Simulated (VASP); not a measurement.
Crystal: Hf.

```
CELL_PARAMETERS angstrom
4.96233 0.00000 0.00000
-2.48116 4.29750 0.00000
0.00000 0.00000 3.08623
ATOMIC_POSITIONS crystal
Hf 0.66667 0.33333 0.50000
Hf 0.33333 0.66667 0.50000
Hf 0.00000 0.00000 0.00000
```

This isn't the form of Hf at room conditions, which is hcp.

* Program: VASP 6.6.1
* Task: relaxation of cell and atoms
* Functional: PBEsol
* Potentials or basis: VASP PAW PBE potentials, release 64 (Hf_pv)
* Cutoff: 300 eV
* k mesh: 12 × 12 × 14
* Occupations: gaussian, width 0.1 eV
* Spin: no spin polarisation

At the start: pressure -3.5 GPa; volume 21.94 Å³/atom.

Q: Where does the relaxation end?

A: Over 8 steps the energy falls by 7.7 meV/atom and the volume is 21.26 Å³/atom (-3.1 %); space group P6/mmm (No. 191, to 0.05 Å).

Step by step:
```
step  energy change (eV)  largest force (eV/Å)  pressure (GPa)  volume (Å³)
   1              0.0000                0.0000           -3.51        65.82
   2              0.0131                0.0000            4.91        61.35
   3             -0.0230                0.0000            0.01        63.79
   4             -0.0230                0.0000           -0.10        63.83
   5             -0.0230                0.0000           -0.09        63.83
   6             -0.0230                0.0000           -0.09        63.83
   7             -0.0230                0.0000            0.10        63.73
   8             -0.0230                0.0000            0.00        63.77
```

Final structure:
```
CELL_PARAMETERS angstrom
4.90775 0.00000 0.00000
-2.45387 4.25024 0.00000
0.00000 0.00000 3.05736
ATOMIC_POSITIONS crystal
Hf 0.66667 0.33333 0.50000
Hf 0.33333 0.66667 0.50000
Hf 0.00000 0.00000 0.00000
```

Caveat: the PAW data sets were made with another functional, which shifts forces and pressure a little.
